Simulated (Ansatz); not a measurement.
Input of an Ansatz 0.2.0 run:

input.yaml

```yaml
crystal:
  lattice:
    - [0.0, 2.30616, 2.30616]
    - [2.30616, 0.0, 2.30616]
    - [2.30616, 2.30616, 0.0]
  atoms:
    - { symbol: Mg, position: [0.5, 0.5, 0.5] }
    - { symbol: O, position: [0.75, 0.75, 0.75] }
hamiltonian:
  xc: r2scan
  pseudopotentials: { kind: paw }
  dispersion: d3bj
kpoints:
  mp_grid: { grid: [10, 10, 10] }
scf:
  occupations: { method: fermi_dirac, width: 0.05 }
output:
  forces: true
  stress: true
  eigenvalues: true
relax:
  f_tol: 0.01
  max_steps: 40
  cell: { stress_tol: 0.05 }
```

Potentials or basis: Ansatz PAW.

Run with:

```sh
$ ansatz run input.yaml --threads 2 --pin off --max-ram 5632MiB --backend cpu --events-out ev --progress --plain --runs-dir out
```

**Question.** What does it give for the relaxed volume?

**Answer.** 11.74 Å³/atom.

**Question.** Predict the band gap on the k mesh.

**Answer.** 4.41 eV, direct.

**Question.** Predict the relaxed cell.

**Answer.** a = 3.214 Å, b = 3.214 Å, c = 3.214 Å, α = 60.00°, β = 60.00°, γ = 60.00°.

Final structure:
```yaml
crystal:
  lattice:
    - [0.00000, 2.27293, 2.27293]
    - [2.27293, 0.00000, 2.27293]
    - [2.27293, 2.27293, 0.00000]
  atoms:
    - { symbol: Mg, position: [0.50000, 0.50000, 0.50000] }
    - { symbol: O, position: [0.75000, 0.75000, 0.75000] }
```

Caveat: the plane-wave basis is chosen anew once the cell has moved, so the energies of steps on either side of that aren't comparable; the PAW data sets come from PBE, with cores solved anew for the run's functional, which leaves a small shift of forces and pressure; the dispersion damping was fitted for another functional or another form of the correction. r2SCAN opens gaps a little over a GGA but as a rule still falls short of measured ones.
